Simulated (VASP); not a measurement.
Wanted: the native input for a VASP 6.6.1 run.

```
Task                   : single point
Functional             : PBE
Potentials or basis    : VASP PAW PBE potentials, release 64 (In_d_GW, As_GW)
Cutoff                 : 450 eV
k mesh                 : 4 × 4 × 4
Occupations            : gaussian, width 0.02 eV
Spin                   : no spin polarisation
Further INCAR settings : ALGO = Normal; EDIFF = 1e-06; NBANDS = 16
```

The structure of InAs lies in POSCAR:

```
InAs
1.0
    0.0000000000      2.8773040000      2.8773040000
    2.8773040000      0.0000000000      2.8773040000
    2.8773040000      2.8773040000      0.0000000000
In As
1 1
Direct
    0.5000000000      0.5000000000      0.5000000000
    0.0000000000      0.0000000000      0.0000000000
```

Measurements of this composition are mostly on another form, of space group No. 216.

One way to write it, as run:

INCAR

```
SYSTEM = InAs
PREC = Accurate
ENCUT = 450
EDIFF = 1E-6
ISMEAR = 0
SIGMA = 0.02
LREAL = .FALSE.
LASPH = .TRUE.
NELM = 100
ALGO = Normal
ISIF = 2
LWAVE = .FALSE.
LCHARG = .FALSE.
GGA = PE
NBANDS = 16
```

KPOINTS

```
regular mesh
0
G
  4 4 4
  0 0 0
```

Potentials or basis: VASP PAW PBE potentials, release 64 (In_d_GW, As_GW).

Command:

```bash
$ cat potpaw_PBE.64/In_d_GW/POTCAR potpaw_PBE.64/As_GW/POTCAR > POTCAR
$ mpirun -np 1 vasp_std > vasp.out
```

It gave:

```json
{"Pressure": "0.6 GPa", "Band gap on the k mesh": "none (metal or under the smearing width)"}
```

Caveat: the k mesh is coarse (spacing up to 0.47 Å⁻¹), so the values aren't converged.

Wall time 17 s on 1 thread of AMD EPYC 7R43 64-Core Processor (Zen 3), on a shared host, peak memory 0.13 GiB.
